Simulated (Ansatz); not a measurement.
**SiNi in Ansatz: the effect of Hubbard term**

The system is SiNi.

```
CELL_PARAMETERS angstrom
2.94277 0.00000 0.00000
0.00000 3.28033 0.00000
0.00000 0.00000 4.67745
ATOMIC_POSITIONS crystal
Ni 0.50000 0.50000 0.34250
Ni 0.00000 0.00000 0.65750
Si 0.50000 0.50000 0.84314
Si 0.00000 0.00000 0.15686
```

The cell is a database's computed one.

Alike in all runs:

```yaml
Program: Ansatz 0.2.0
Task: density of states
Functional: PBEsol
Potentials_or_basis: all-electron LAPW, scalar-relativistic
Cutoff: 270 eV (chosen from the basis error)
Basis_error_allowed: 0.002 eV/atom
k_mesh: 9 × 8 × 6
Occupations: fermi-dirac, width 0.05 eV
Spin: collinear spin, ferromagnetic start
Starting_moments: "[1.0, 1.0, 0.0, 0.0] μB"
```

Q: One run gave: pressure 0.2 GPa; largest force 0.09 eV/Å. Which Hubbard term did it use?
A. Ni d U = 6 eV
B. Ni d U = 4 eV
C. none
D. Ni d U = 2 eV
E. Ni d U = 8 eV

A: C.

```csv
Hubbard term,pressure (GPa),largest force (eV/Å)
none,0.2,0.09
Ni d U = 2 eV,-0.3,0.13
Ni d U = 4 eV,-0.7,0.16
Ni d U = 6 eV,-0.8,0.19
Ni d U = 8 eV,-0.7,0.21
```

Caveats: the density of states is complete only up to the lowest level of the last band computed; the starting moments weren't kept; the magnetic state may not be the lowest (some runs); U is the effective U less J, on atomic orbitals that reach past the spheres (some runs); the U is typed as a test and isn't derived for this compound (some runs).
